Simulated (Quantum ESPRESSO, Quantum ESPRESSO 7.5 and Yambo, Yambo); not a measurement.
# Sb (buckled honeycomb monolayer): G0W0 with Yambo, start to end

How does a plane-wave GW calculation on Sb (buckled honeycomb monolayer) run from the first input to the gap?

Program: Quantum ESPRESSO 7.5 and Yambo 5.3.0. Level of theory: PBE and many-body steps on it, plane waves. Results are calculated unless marked as measured.

**The experiments to reproduce.**

- Gap 2.21 eV: optical gap from PL emission peak; photoluminescence, 355 nm excitation; monolayer (antimonene on antimony oxide after hydrogen reduction) (“Ultrathin high-κ antimony oxide single crystals”, 2020, pmc:7237679).

This is a report of a sequence of runs, with most program output left out.

### 1. Set-up

The cell holds 2 atoms: 2 Sb. Cell: a = 4.136 Å, b = 4.136 Å, c = 14.000 Å, α = 90.0°, β = 90.0°, γ = 120.0°. Vacuum lies along c.

The structure was relaxed with PBE. The runs that relaxed it are not among those shown. Spin-orbit coupling is left out unless a step names it.

### 2. Ground state

This step: Quantum ESPRESSO 7.5; DFT, PBE, plane waves, norm-conserving pseudopotentials.

The ground-state density comes first.

File pw.in:

```
&control
  calculation = 'scf'
  prefix = 'x'
  outdir = 'o'
  pseudo_dir = 'pseudo'
/
&system
  ibrav = 0
  nat = 2
  ntyp = 1
  ecutwfc = 88.0
  nbnd = 28
  force_symmorphic = .true.
/
&electrons
  conv_thr = 1e-10
  electron_maxstep = 80
  mixing_beta = 0.5
/
ATOMIC_SPECIES
  Sb 121.76 Sb.upf
CELL_PARAMETERS angstrom
  4.1361780447 -0.0000000002 0.0000000000
  -2.0680890222 3.5820352614 0.0000000000
  0.0000000000 0.0000000000 14.0000000000
ATOMIC_POSITIONS crystal
  Sb 0.3333333333 0.6666666667 0.4417690703
  Sb 0.6666666667 0.3333333333 0.5582309297
K_POINTS automatic
  9 9 1 0 0 0
```

Run with:

```
$ OMP_NUM_THREADS=1 mpirun -n 8 pw.x -nk 8 -in pw.in > pw.out
```

It took 18 s on 8 MPI ranks of Arm Neoverse V2, shared host; peak memory 1.4 GiB; 2.4 min of CPU time.

This step gave:

```yaml
total_energy: -13766.5214 eV
gap: 1.341 eV
k_of_the_valence_top: 0, 0, 0
k_of_the_conduction_bottom: 0, 0.3333, 0
least_direct_gap: 1.566 eV
```

The gap is indirect, with the least direct gap 0.23 eV higher.

### 3. Bands along the symmetry lines

Levels along a band path, at the cheap level, show where the edges lie and whether the meshes to come will hold them.

File pw.in:

```
&control
  calculation = 'bands'
  prefix = 'x'
  outdir = 'o'
  pseudo_dir = 'pseudo'
/
&system
  ibrav = 0
  nat = 2
  ntyp = 1
  ecutwfc = 88.0
  nbnd = 29
  force_symmorphic = .true.
/
&electrons
  conv_thr = 1e-9
  electron_maxstep = 80
  diago_full_acc = .true.
  diago_thr_init = 5e-6
/
ATOMIC_SPECIES
  Sb 121.76 Sb.upf
CELL_PARAMETERS angstrom
  4.1361780447 -0.0000000002 0.0000000000
  -2.0680890222 3.5820352614 0.0000000000
  0.0000000000 0.0000000000 14.0000000000
ATOMIC_POSITIONS crystal
  Sb 0.3333333333 0.6666666667 0.4417690703
  Sb 0.6666666667 0.3333333333 0.5582309297
K_POINTS crystal
  25
  0.00000000 0.00000000 0.00000000 1
  0.06250000 0.00000000 0.00000000 1
  0.12500000 0.00000000 0.00000000 1
  0.18750000 0.00000000 0.00000000 1
  0.25000000 0.00000000 0.00000000 1
  0.31250000 0.00000000 0.00000000 1
  0.37500000 0.00000000 0.00000000 1
  0.43750000 0.00000000 0.00000000 1
  0.50000000 0.00000000 0.00000000 1
  0.47916667 0.04166667 0.00000000 1
  0.45833333 0.08333333 0.00000000 1
  0.43750000 0.12500000 0.00000000 1
  0.41666666 0.16666666 0.00000000 1
  0.39583333 0.20833333 0.00000000 1
  0.37500000 0.25000000 0.00000000 1
  0.35416666 0.29166666 0.00000000 1
  0.33333333 0.33333333 0.00000000 1
  0.29166666 0.29166666 0.00000000 1
  0.25000000 0.25000000 0.00000000 1
  0.20833333 0.20833333 0.00000000 1
  0.16666666 0.16666666 0.00000000 1
  0.12500000 0.12500000 0.00000000 1
  0.08333333 0.08333333 0.00000000 1
  0.04166667 0.04166667 0.00000000 1
  0.00000000 0.00000000 0.00000000 1
```

Run time: 8.8 s. Hardware: 8 MPI ranks; peak memory 1.1 GiB; 70 s of CPU time.

Numbers from this step:

| Item | Value |
| --- | --- |
| gap | 1.324 eV |
| k of the valence top | 0, 0, 0 |
| k of the conduction bottom | 0.3125, 0, 0 |
| least direct gap | 1.566 eV |

The gap is 1.324 eV, −0.017 eV from the run before at this level.

Electronic bands along the path, in eV, zero at the top of the highest filled band:

```csv
point,band 20,band 21,band 22,band 23,band 24,band 25,band 26,band 27
Γ,-6.25,-0.52,0.00,0.00,1.57,2.80,2.80,4.45
halfway,-6.45,-2.55,-0.93,-0.49,1.40,3.48,3.51,5.06
M,-7.73,-2.87,-1.52,-1.40,1.67,2.52,3.58,5.16
halfway,-7.86,-3.04,-2.04,-1.40,2.12,2.95,3.33,5.57
K,-8.42,-3.43,-1.74,-1.74,1.59,3.63,3.63,6.67
halfway,-6.59,-2.56,-1.80,-0.47,2.23,2.76,3.77,5.26
Γ,-6.25,-0.52,0.00,0.00,1.57,2.80,2.80,4.45
```

### 4. Empty states on the mesh, 6×6×1 mesh, 120 bands

The sums over transitions need many empty states on a uniform mesh; this step solves for them.

File pw.in:

```
&control
  calculation = 'nscf'
  prefix = 'x'
  outdir = 'o'
  pseudo_dir = 'pseudo'
/
&system
  ibrav = 0
  nat = 2
  ntyp = 1
  ecutwfc = 88.0
  nbnd = 120
  force_symmorphic = .true.
/
&electrons
  conv_thr = 1e-9
  electron_maxstep = 80
  diago_full_acc = .true.
  diago_thr_init = 5e-6
/
ATOMIC_SPECIES
  Sb 121.76 Sb.upf
CELL_PARAMETERS angstrom
  4.1361780447 -0.0000000002 0.0000000000
  -2.0680890222 3.5820352614 0.0000000000
  0.0000000000 0.0000000000 14.0000000000
ATOMIC_POSITIONS crystal
  Sb 0.3333333333 0.6666666667 0.4417690703
  Sb 0.6666666667 0.3333333333 0.5582309297
K_POINTS automatic
  6 6 1 0 0 0
```

Run with:

```
$ OMP_NUM_THREADS=1 mpirun -n 8 pw.x -nk 4 -in pw.in > pw.out
```

Run time: 23 s. Hardware: 8 MPI ranks; peak memory 1.3 GiB.

Numbers from this step:

```yaml
gap: 1.341 eV
k_of_the_valence_top: 0, 0, 0
k_of_the_conduction_bottom: 0, 0.3333, 0
least_direct_gap: 1.566 eV
k_points_computed: 7
lowest_point_of_the_top_converged_band_above_the_valence_top: 34.24 eV
```

On this mesh the gap is 1.341 eV.

### 5. Conversion and set-up

This step: Yambo 5.3.0; conversion and set-up on PBE, plane waves, norm-conserving pseudopotentials.

The states are converted to the many-body program's format and the q mesh is built.

Run with:

```
$ (cd o/x.save; p2y > p2y.log; mv SAVE ../..); yambo > setup.log
```

Run time: 2.4 s. Hardware: 1 MPI rank; peak memory 0.26 GiB.

### 6. Screening and self-energy, 6×6×1 mesh, 120 bands, screening to 108.8 eV

G0W0 replaces the xc potential by the self-energy, built once from these orbitals. Only a window of levels is corrected, while the sums run over the empty bands that the input names.

This step: G0W0 on PBE, plane waves, norm-conserving pseudopotentials.

File gw1.in:

```
HF_and_locXC
gw0
dyson
ppa
em1d
rim_cut
rim_w
RandQpts= 3000000
RandGvec= 100 RL
CUTGeo= "slab z"
RandGvecW= 9 RL
EXXRLvcs= 88 Ry
VXCRLvcs= 352 Ry
Chimod= "HARTREE"
% BndsRnXp
 1 | 120 |
%
NGsBlkXp= 8 Ry
% LongDrXp
 1 | 1 | 0 |
%
% GbndRnge
 1 | 120 |
%
DysSolver= "n"
ExtendOut
PPAPntXp= 27.21138 eV
% QPkrange
 1 | 1 | 22 | 25 |
 3 | 3 | 22 | 25 |
%
```

Run with:

```
$ OMP_NUM_THREADS=2 mpirun -n 4 yambo -F gw1.in -J gw1 -C gw1 > gw1.log
```

Run time: 3.4 min. Hardware: 4 MPI ranks; peak memory 3.9 GiB; 24 min of CPU time.

This step gave:

```yaml
g0w0_gap_on_the_points_computed: 2.130 eV
starting_gap_on_the_mesh: 1.341 eV
k_of_the_valence_top: 0, 0, 0
k_of_the_conduction_bottom: 0, 0.3333, 0
least_direct_g0w0_gap_on_the_computed_points: 2.599 eV
z_at_the_valence_top: 0.7331
z_at_the_conduction_bottom: 0.7382
```

The gap on the mesh goes from 1.34 eV to 2.13 eV, a correction of +0.79 eV.

Limits: finite bands, cutoff and mesh; no spin-orbit coupling. v1 is the top filled band, c1 the lowest empty one. Levels before and after the correction, in eV, zero at the valence-band top of each column:

```csv
,conduction bottom,valence top
Kohn-Sham,1.34,0.00
G0W0,2.13,0.00
```

|  | level | energy (eV) |
| --- | --- | --- |
| Kohn-Sham | Γ v2-v1 | 0.000 |
| Kohn-Sham | Γ c1 | 1.566 |
| Kohn-Sham | Γ c2 | 2.797 |
| Kohn-Sham | (0 0.333 0) v2 | -1.247 |
| Kohn-Sham | (0 0.333 0) v1 | -0.780 |
| Kohn-Sham | (0 0.333 0) c1 | 1.341 |
| Kohn-Sham | (0 0.333 0) c2 | 3.122 |
| G0W0 | Γ v2-v1 | 0.000 |
| G0W0 | Γ c1 | 2.599 |
| G0W0 | Γ c2 | 3.850 |
| G0W0 | (0 0.333 0) v2 | -1.367 |
| G0W0 | (0 0.333 0) v1 | -0.976 |
| G0W0 | (0 0.333 0) c1 | 2.130 |
| G0W0 | (0 0.333 0) c2 | 3.982 |

### 7. Where the time went

Times are wall times on the hardware named with each run, good to a factor of about two.

```
                          step     time  share  memory (GiB)
                  ground state     18 s    7 %           1.4
bands along the symmetry lines    8.8 s    3 %           1.1
      empty states on the mesh     23 s    9 %           1.3
         conversion and set-up    2.4 s    1 %          0.26
     screening and self-energy  3.4 min   80 %           3.9
```

### 8. Outcome

```yaml
pbe_gap: 1.32 eV, indirect
g0w0_gap_on_the_mesh: 2.13 eV
gw_settings: 6×6×1 mesh, 120 bands, screening to 108.8 eV, Godby-Needs plasmon pole
known_limits: not at the basis limit; no spin-orbit coupling
```

G0W0 moves the gap on the mesh from 1.34 eV to 2.13 eV (+0.79 eV), with Z of 0.73 and 0.74 at the edges. Only 2 of the mesh's irreducible points were corrected, so a valley elsewhere could overtake. The dearest step here is «screening and self-energy». Against experiment, by G0W0@PBE: the direct gap of 2.60 eV lies +0.39 eV from the measured 2.21 eV (exciton, 2020). An exciton line or allowed optical edge lies below the quasiparticle gap by the binding energy; a forbidden edge can push the onset above it. The computed sheet is free-standing; a substrate or cover screens it further and lowers both gap and binding, while the exciton line moves little. The calculation has static nuclei and no excitons; a measured gap holds zero-point and thermal motion, which mostly lowers it. Bands and cutoff are finite, so the gap is not at the basis limit. The miss can reach some tenths of an eV and take either sign; the mesh is an error of its own. In the G0W0 run levels were corrected at 2 k points alone, so a gap called «on the mesh» is the least over those, and an edge elsewhere would be missed. The many-body steps are scalar-relativistic: spin-orbit coupling is not in them.

[Paths, hosts, dates, memory and timing lines, banners, echoed tables and standing remarks are left out of the program output.]

[Logs are printed without paths, hosts, clocks, repeated set-up lines and the standing remarks that a program may print on its own settings, such as how far it seeks lower states.]

[Runs of the session that timed out or met a known fault of the program may be left out.]

[Hosts, paths, dates, database ids (printed as entryN), source tags and the programs' standing remarks are cut or masked in the printed files.]
